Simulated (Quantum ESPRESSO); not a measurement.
**K in Quantum ESPRESSO: the effect of functional**

Crystal: K.

```xyz
1
Lattice="-2.6976 2.6976 2.6976 2.6976 -2.6976 2.6976 2.6976 2.6976 -2.6976" Properties=species:S:1:pos:R:3 pbc="T T T"
K     0.0000    0.0000    0.0000
```

Alike in all runs:

- Program: Quantum ESPRESSO 7.5
- Task: phonon dispersion
- k mesh: 8 × 8 × 8
- Occupations: cold, width 0.2 eV
- Spin: no spin polarisation

Each run relaxes the cell or the atoms first.

Task: One run gave: relaxed volume 73.90 Å³/atom; highest phonon frequency 76 cm⁻¹. Which functional did it use?
A. PBEsol
B. LDA
C. PBE

Result: C.

```tsv
functional	potentials or basis	cutoff	relaxed volume (Å³/atom)	highest phonon frequency (cm⁻¹)
LDA	PseudoDojo 0.4.1 SR LDA standard	980 eV	64.32	84
PBE	PseudoDojo 0.4.1 SR PBE standard	1007 eV	73.90	76
PBEsol	PseudoDojo 0.4.1 SR PBEsol standard	1007 eV	71.09	77
```

Caveats: the volume moved by over 15 % at a fixed basis, so the end points are rough (some runs).

Not every run made on this cell is shown here.
